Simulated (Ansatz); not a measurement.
## Ti3C2: enthalpy against pressure

Ti3C2, P6_3/mmc, a = 3.064 Å, c = 15.119 Å. The structure is a Materials Project entry; whether it is the stable form wasn't checked. Ansatz: r2SCAN, PAW, 500 eV, Γ-centred 12×12×4 mesh on 10 atoms, Gaussian smearing 0.10 eV; no spin polarisation. Cell and atoms are relaxed at each pressure, and no other structure is tried, so the rows at high pressure may lie past a change of phase. y is the enthalpy over the state at zero pressure; there V0 = 12.292 Å³/atom. The pressures are the targets, met within 0.01 GPa.

```tsv
P (GPa)	y (eV/atom)
-2.0	?
0.0	0.0000
2.0	0.1524
5.0	0.3774
10.0	0.7439
20.0	1.4487
```

**Question.** Fit y = c1 P + c2 P² + c3 P³ to the other rows, say what c1 and c2 mean, and predict the missing value.

**Answer.** Least squares on the rows shown. y = 0.076662 P − 0.00024315 P² + 1.5911×10⁻⁶ P³. Since dH/dP = V, c1 is V0: 0.076662 eV/GPa × 160.2 = 12.281 Å³ against 12.292; c2 = −V0/(2B0) gives B0 = 158 GPa, where a Birch–Murnaghan fit to the volumes of the same runs (not shown) gives 149 GPa: a cubic over this range folds the higher terms into c2. At P = -2.0 the fit asked for gives -0.1543 eV/atom. The run gave -0.1545 eV/atom, so the fit is 0.0002 eV/atom too high, a small miss on the scale of the series.

Cost: 6 runs of about 47 core-minutes in all, on AMD EPYC (Zen 3) (shared hosts).